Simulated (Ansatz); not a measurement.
# NiO (P-6m2) in Ansatz: settings compared, part 2 of 2

Ansatz 0.2.0. Earlier steps stand in the parts before.

## 3. Band structure, HSE03, collinear spin, ferromagnetic start

input

```
crystal:
  lattice:
    - [2.78306079, 0.0, 0.0]
    - [-1.39153039, 2.41020134, 0.0]
    - [0.0, 0.0, 2.71612944]
  atoms:
    - { symbol: Ni, position: [0.0, 0.0, 0.0], spin: 1.0 }
    - { symbol: O, position: [0.6666666667, 0.3333333333, 0.5] }
hamiltonian:
  xc: { exchange: pbe, correlation: pbe, exx: { coeff: 0.25, omega: 0.3 } }
  pseudopotentials: { kind: paw }
magnetization:
  spin_polarized: true
kpoints:
  mp_grid: { grid: [6, 6, 5] }
  band_path:
    path:
      - [[0.0, 0.0, 0.0], [0.5, 0.0, 0.0], [0.3333333333, 0.3333333333, 0.0], [0.0, 0.0, 0.0], [0.0, 0.0, 0.5], [0.5, 0.0, 0.5], [0.3333333333, 0.3333333333, 0.5], [0.0, 0.0, 0.5]]
      - [[0.5, 0.0, 0.5], [0.5, 0.0, 0.0]]
      - [[0.3333333333, 0.3333333333, 0.0], [0.3333333333, 0.3333333333, 0.5]]
    npoints: 4
scf:
  occupations: { method: fermi_dirac, width: 0.05 }
  n_extra_bands: 6
output:
  forces: true
  stress: true
  eigenvalues: true
  fatbands: false
```

Potentials or basis: Ansatz PAW.

Log:

```text
Warning: output.stress: scf.convergence.dr2_threshold = 1e-7 eV (the SCF's general default) is looser than the 2e-10 eV advised for a printed stress (1e-10 eV for each atom of the cell: 2). What an SCF threshold leaves in a stress goes as its square root, and in the free energy as the threshold itself, and one threshold admits the most on a small cell: of the crystals measured, under no hybrid functional and no lock of the moments, on runs that ended without the residual-converged pass, on stresses that held no estimate of that error, the worst erred by over 100 MPa in a component at 1e-7 eV an atom and by under 5 at 1e-10. Set scf.convergence.dr2_threshold to 2e-10 eV or tighter. The threshold is an SCF's pass mark: one that does not reach it within its budget of iterations ends unconverged, or closes short of it on a stop that the run arms, and scf.convergence.dr2_threshold's page says what that costs each kind of run
Warning: output.stress: scf.exx.energy_threshold = 1e-6 eV is looser than the 2e-8 eV advised for a stress under a hybrid functional (1e-8 eV for each atom of the cell: 2). Every SCF of the exchange loop can meet its threshold on dr2 while the loop round them stops early: no threshold on dr2 bounds what that leaves in the stress. Set scf.exx.energy_threshold to 2e-8 eV or tighter. The threshold is the loop's pass mark: a loop that does not reach it within its budget of cycles ends unconverged, and scf.exx.energy_threshold's page has the law
scf.n_extra_bands = 6 over 12 filled bands (N_el = 24.0): the run solves 18 bands
GPUs: using 1 of 1 available (devices: 1).
Engine: ansatz 0.2.0, x86_64-unknown-linux-gnu
Pseudopotentials: kind: paw
Pseudopotential: Ni, paw, valence charge 18, recommended cutoff 420 eV (normal), Ni.paw.azcp
Pseudopotential: O, paw, valence charge 6, recommended cutoff 420 eV (normal), O.paw.azcp
Functional definition: unnamed
  parameter a_1 = 0.25
  parameter omega_1 = 0.3/angstrom
  exchange = pbe_x + (-a_1)*pbe_x_sr(omega_1) + a_1*exact_x_sr(omega_1)
  correlation = pbe_c
device memory: the entry about to start is reckoned to put 0.7 GiB on a device that reports 62.7 GiB free (of which the cap on the GPU budget leaves the run 18.0 GiB)
GPU FFT provider: cuFFT
GPU libraries: cuBLAS 13.8.2, cuFFT 12.4.0, cuSOLVER 12.3.4
[... 259 lines left out ...]
  E_exx        = -112.473801  (= α·E_x^exact, valence–valence)
  E_paw        = -1707.761371  (= ΣΔE_a)
  E_vpaw       = -454.334346  (= ΣTr[D̂ρ^β])
  E_aug_tail   = 0.002706  (compensation charges beyond the density's cutoff)
  E_ewald      = -3235.755545
  E_core_change = -0.242326  (= ΣΔE_core)
  E_smearing   = -0.000000  (= −TS)
  E_closure    = 0.000000  (closes the sum)
  Σ components = -6404.182043   (vs F -6404.182043, Δ=0.00e0)
--- Forces (eV/Å), atoms counted from 1 ---
  atom   1  Ni    -0.00000000    -0.00000000     0.00000000
  atom   2  O      0.00000000     0.00000000    -0.00000000
  max |Σ_I F_I| component: 1.85e-17 eV/Å
--- Stress (GPa, compression-positive) ---
        7.163631       0.000000       0.000000
        0.000000       7.163631       0.000000
        0.000000       0.000000      -1.729237
  P = ⅓ Tr σ = 4.1993 GPa (41.993 kbar)
--- Band table (eV; the first three rows and the last of 42) ---
  k-point 0 ↑: bands = ["-97.5418", "-57.5204", "-55.8287", "-55.8287", "-8.3109", "7.5950", "8.0629", "8.0629", "8.1350", "8.1350", "10.1172", "12.5245", "12.5245", "15.8324", "29.8869", "31.9632", "31.9632", "34.5236"]
  k-point 1 ↑: bands = ["-97.5405", "-57.5351", "-55.8272", "-55.8272", "-7.9531", "6.6957", "7.6170", "7.6170", "8.6113", "8.6113", "9.3584", "12.4455", "12.4455", "17.7132", "28.0851", "32.9333", "32.9333", "35.5872"]
  k-point 2 ↑: bands = ["-97.5385", "-57.5589", "-55.8249", "-55.8249", "-7.2844", "4.6442", "7.2312", "7.2312", "9.1497", "9.1497", "9.6316", "12.2016", "12.2016", "20.7440", "24.2692", "35.6771", "35.6771", "37.8350"]
  k-point 20 ↓: bands = ["-94.7068", "-53.5184", "-53.3430", "-53.3418", "-5.4569", "7.1208", "7.6126", "8.5163", "10.7097", "10.7907", "13.1088", "16.1638", "17.5805", "21.4856", "23.8174", "28.8631", "30.8081", "30.9163"]
```

bands.tsv:

```text
# k_distance	band_0_up	band_1_up	band_2_up	band_3_up	band_4_up	band_5_up	band_6_up	band_7_up	band_8_up	band_9_up	band_10_up	band_11_up	band_12_up	band_13_up	band_14_up	band_15_up	band_16_up	band_17_up	band_0_dn	band_1_dn	band_2_dn	band_3_dn	band_4_dn	band_5_dn	band_6_dn	band_7_dn	band_8_dn	band_9_dn	band_10_dn	band_11_dn	band_12_dn	band_13_dn	band_14_dn	band_15_dn	band_16_dn	band_17_dn
[... 59 lines left out ...]
10.592148	-112.005875	-72.028934	-70.332075	-70.331528	-20.679747	-9.427286	-8.320643	-6.315702	-6.042542	-5.086444	-4.953181	-2.756922	-2.351388	6.218756	8.505280	13.502613	15.682283	16.490372	-109.179545	-67.996721	-67.815727	-67.814570	-19.868398	-7.592263	-6.864701	-5.635415	-3.850079	-3.706833	-1.276254	1.557735	3.600178	6.425681	9.003019	14.126931	16.123144	16.964144
```

Wall time 70 s (1 × NVIDIA H100 80GB HBM3 with 2 threads of AMD EPYC 7R13 (Zen 3), shared host); peak memory 1.6 GiB.

What came out:

* Free energy: -6404.1820 eV
* Pressure: 4.2 GPa
* Band gap on the k mesh: 1.44 eV, indirect (least direct gap 2.08 eV)
* Band gap along the path: 1.44 eV, indirect (least direct gap 2.08 eV)
* Net moment: 2.00 μB per cell
* Absolute moment: 2.07 μB per cell
* Site moments: Ni +1.70; O +0.29 μB

Stress tensor (GPa, compression positive):
```
 7.16  0.00  0.00
 0.00  7.16  0.00
 0.00  0.00 -1.73
```

Levels at the corners of the path, in eV from the valence-band top:
Spin up:
```csv
point,band 11,band 12,band 13,band 14,band 15,band 16
Γ,-3.64,-1.23,-1.23,2.08,16.13,18.21
M,-3.41,-3.00,-1.28,7.04,10.70,16.48
K,-3.97,-3.76,-1.02,10.08,11.61,11.91
Γ,-3.64,-1.23,-1.23,2.08,16.13,18.21
A,-4.03,-1.61,-1.61,8.64,8.70,23.53
L,-3.53,-3.43,-1.15,6.13,12.44,13.63
H,-4.24,-2.04,-1.63,6.94,9.22,14.22
A,-4.03,-1.61,-1.61,8.64,8.70,23.53
L,-3.53,-3.43,-1.15,6.13,12.44,13.63
M,-3.41,-3.00,-1.28,7.04,10.70,16.48
K,-3.97,-3.76,-1.02,10.08,11.61,11.91
H,-4.24,-2.04,-1.63,6.94,9.22,14.22
```
Spin down:
```csv
point,band 7,band 8,band 9,band 10,band 11,band 12,band 13,band 14,band 15,band 16
Γ,-4.55,-4.55,-2.85,0.00,0.00,2.13,2.13,2.50,16.26,18.55
M,-4.63,-3.55,-3.33,-2.05,-1.61,1.91,3.61,7.31,11.41,16.71
K,-6.14,-3.52,-2.98,-2.58,-2.22,1.44,4.12,10.54,12.20,12.42
Γ,-4.55,-4.55,-2.85,0.00,0.00,2.13,2.13,2.50,16.26,18.55
A,-3.05,-3.05,-2.97,-2.54,-2.54,2.76,2.76,9.06,9.24,24.09
L,-6.31,-4.04,-3.22,-2.24,-1.93,2.51,4.07,6.58,13.05,14.20
H,-6.15,-4.92,-3.13,-2.99,-0.56,2.27,4.32,7.14,9.72,14.84
A,-3.05,-3.05,-2.97,-2.54,-2.54,2.76,2.76,9.06,9.24,24.09
L,-6.31,-4.04,-3.22,-2.24,-1.93,2.51,4.07,6.58,13.05,14.20
M,-4.63,-3.55,-3.33,-2.05,-1.61,1.91,3.61,7.31,11.41,16.71
K,-6.14,-3.52,-2.98,-2.58,-2.22,1.44,4.12,10.54,12.20,12.42
H,-6.15,-4.92,-3.13,-2.99,-0.56,2.27,4.32,7.14,9.72,14.84
```

Caveat: the k mesh is coarse (spacing up to 0.46 Å⁻¹), so the values aren't converged, least of all with exact exchange; the magnetic or orbital state may not be the lowest; the pressure holds a Pulay correction of +0.9 GPa for the finite cutoff; a cell with one magnetic atom can't hold antiferromagnetic order, which such compounds often take; the PAW data sets come from PBE, with cores solved anew for the run's functional, which leaves a small shift of forces and pressure; the thresholds are loose for stress.

## 4. Band structure, HSEsol, collinear spin, ferromagnetic start

Changes to input since step 3:

```diff
@@ -9,3 +9,6 @@
 hamiltonian:
-  xc: { exchange: pbe, correlation: pbe, exx: { coeff: 0.25, omega: 0.3 } }
+  xc:
+    exchange: hjs_pbesol
+    correlation: pbesol
+    exx: { coeff: 0.25, omega: 0.207 }
   pseudopotentials: { kind: paw }
```

It took 76 s on 1 × NVIDIA H100 80GB HBM3 with 2 threads of AMD EPYC 7R13 (Zen 3), shared host; peak memory 1.6 GiB.

The run converged. Its results:

```
Free energy             : -6374.8464 eV
Pressure                : -3.2 GPa
Band gap on the k mesh  : 1.53 eV, indirect (least direct gap 2.22 eV)
Band gap along the path : 1.53 eV, indirect (least direct gap 2.22 eV)
Net moment              : 2.00 μB per cell
Absolute moment         : 2.07 μB per cell
Site moments            : Ni +1.69; O +0.29 μB
```

Stress tensor (GPa, compression positive):
```
 0.10  0.00  0.00
 0.00  0.10  0.00
 0.00  0.00 -9.94
```

Levels at the corners of the path, in eV from the valence-band top:
Spin up:
| point | band 10 | band 11 | band 12 | band 13 | band 14 | band 15 | band 16 | band 17 |
| --- | --- | --- | --- | --- | --- | --- | --- | --- |
| Γ | -5.65 | -3.72 | -1.28 | -1.28 | 2.22 | 16.25 | 18.34 | 18.34 |
| M | -4.42 | -3.47 | -3.06 | -1.33 | 7.17 | 10.89 | 16.61 | 19.15 |
| K | -4.08 | -4.05 | -3.82 | -1.07 | 10.25 | 11.79 | 12.05 | 20.76 |
| Γ | -5.65 | -3.72 | -1.28 | -1.28 | 2.22 | 16.25 | 18.34 | 18.34 |
| A | -4.58 | -4.10 | -1.67 | -1.67 | 8.77 | 8.89 | 23.68 | 23.68 |
| L | -4.18 | -3.59 | -3.51 | -1.19 | 6.26 | 12.56 | 13.80 | 16.24 |
| H | -4.44 | -4.30 | -2.08 | -1.67 | 7.05 | 9.36 | 14.36 | 16.51 |
| A | -4.58 | -4.10 | -1.67 | -1.67 | 8.77 | 8.89 | 23.68 | 23.68 |
| L | -4.18 | -3.59 | -3.51 | -1.19 | 6.26 | 12.56 | 13.80 | 16.24 |
| M | -4.42 | -3.47 | -3.06 | -1.33 | 7.17 | 10.89 | 16.61 | 19.15 |
| K | -4.08 | -4.05 | -3.82 | -1.07 | 10.25 | 11.79 | 12.05 | 20.76 |
| H | -4.44 | -4.30 | -2.08 | -1.67 | 7.05 | 9.36 | 14.36 | 16.51 |
Spin down:
| point | band 7 | band 8 | band 9 | band 10 | band 11 | band 12 | band 13 | band 14 | band 15 | band 16 |
| --- | --- | --- | --- | --- | --- | --- | --- | --- | --- | --- |
| Γ | -4.61 | -4.61 | -2.89 | 0.00 | 0.00 | 2.23 | 2.23 | 2.65 | 16.42 | 18.68 |
| M | -4.65 | -3.64 | -3.38 | -2.05 | -1.64 | 2.01 | 3.78 | 7.45 | 11.61 | 16.88 |
| K | -6.25 | -3.61 | -2.95 | -2.62 | -2.26 | 1.53 | 4.30 | 10.74 | 12.36 | 12.60 |
| Γ | -4.61 | -4.61 | -2.89 | 0.00 | 0.00 | 2.23 | 2.23 | 2.65 | 16.42 | 18.68 |
| A | -3.10 | -3.10 | -2.93 | -2.60 | -2.60 | 2.91 | 2.91 | 9.20 | 9.45 | 24.24 |
| L | -6.42 | -4.13 | -3.19 | -2.28 | -1.96 | 2.64 | 4.25 | 6.72 | 13.18 | 14.37 |
| H | -6.28 | -5.00 | -3.07 | -3.05 | -0.56 | 2.40 | 4.49 | 7.28 | 9.84 | 15.01 |
| A | -3.10 | -3.10 | -2.93 | -2.60 | -2.60 | 2.91 | 2.91 | 9.20 | 9.45 | 24.24 |
| L | -6.42 | -4.13 | -3.19 | -2.28 | -1.96 | 2.64 | 4.25 | 6.72 | 13.18 | 14.37 |
| M | -4.65 | -3.64 | -3.38 | -2.05 | -1.64 | 2.01 | 3.78 | 7.45 | 11.61 | 16.88 |
| K | -6.25 | -3.61 | -2.95 | -2.62 | -2.26 | 1.53 | 4.30 | 10.74 | 12.36 | 12.60 |
| H | -6.28 | -5.00 | -3.07 | -3.05 | -0.56 | 2.40 | 4.49 | 7.28 | 9.84 | 15.01 |

Caveat: the k mesh is coarse (spacing up to 0.46 Å⁻¹), so the values aren't converged, least of all with exact exchange; the magnetic or orbital state may not be the lowest; the pressure holds a Pulay correction of +0.8 GPa for the finite cutoff; a cell with one magnetic atom can't hold antiferromagnetic order, which such compounds often take; the PAW data sets come from PBE, with cores solved anew for the run's functional, which leaves a small shift of forces and pressure; the thresholds are loose for stress.

## 5. Summary

```tsv
level	gap on the mesh (eV)	pressure (GPa)	moment (μB)
HSE06	1.72	3.9	2.00
HSE03	1.44	4.2	2.00
HSEsol	1.53	-3.2	2.00
```

Alike in all rows: task band structure; potentials or basis Ansatz PAW; spin collinear, ferromagnetic start; cell as given; k mesh 6 × 6 × 5; cutoff (eV) 420; smearing fermi-dirac 0.05 eV; the mesh is coarse, so values aren't converged.

Caveats: all runs use coarse meshes; the magnetic or orbital state may not be the lowest; a cell with one magnetic atom can't hold antiferromagnetic order, which such compounds often take; the PAW data sets come from PBE, with cores solved anew for the run's functional, which leaves a small shift of forces and pressure; the thresholds are loose for stress.

Total energies depend on the potentials used, so only differences within one code and one set of settings carry meaning.
